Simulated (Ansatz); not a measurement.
Runs of Ansatz 0.2.0 on Sb. It takes space group Pm-3m (No. 221, cubic). The conventional cell has a = 3.160 Å, b = 3.160 Å, c = 3.160 Å, α = 90.00°, β = 90.00°, γ = 90.00°. Around Sb (site symmetry m-3m) lie 6 Sb at 3.16 Å. This isn't the form of Sb at room conditions, which is rhombohedral.

| task | level | potentials or basis | spin | cell | cutoff (eV) | smearing | phonons | basis error allowed | gap on the mesh (eV) | pressure (GPa) | moment (μB) |
| --- | --- | --- | --- | --- | --- | --- | --- | --- | --- | --- | --- |
| single point | LDA | all-electron LAPW, scalar-relativistic | off | as given | 185 | gaussian 0.1 eV | - | 0.001 eV/atom | none | -5.7 | - |
| electric field gradients | PBE | all-electron PAW datasets made for the crystal | off | cell strained at random at fixed volume | 140 | gaussian 0.05 eV | - | - | none | (a) | - |
| projected density of states | BLYP+D4 | all-electron LAPW, scalar-relativistic | collinear, random start | as given | 169 | fermi-dirac 0.01 eV | - | 0.002 eV/atom | - | -3.1 | 0.07 |
| phonons | PBEsol | all-electron PAW datasets made for the crystal | off | as given | 270 | fermi-dirac 0.05 eV | method dfpt | - | none | - | - |
| band structure | LDA | all-electron LAPW, scalar-relativistic | off | as given | 185 | fermi-dirac 0.05 eV | - | 0.001 eV/atom | - | -5.7 | - |
| electron localisation function | PBEsol | all-electron PAW datasets made for the crystal | collinear, random start | as given | 240 | tetrahedron | - | - | none | -5.3 | 0.00 |

Alike in all rows: k mesh 8 × 8 × 8.

Task: Fill in the values left out.

Result: (a) -2.3.

Caveats: pairwise dispersion overbinds metals, which lowers pressure and volume (some runs); a metal's response needs a denser mesh (some runs); the program warned that the printed levels may be off, so bands, gaps and densities of states are rough (some runs).

A k mesh can miss the band edges, and the runs leave out spin-orbit coupling on Sb.

A gap of «none» marks a metal or a gap under the smearing width.

Not every run made on this cell is shown here.
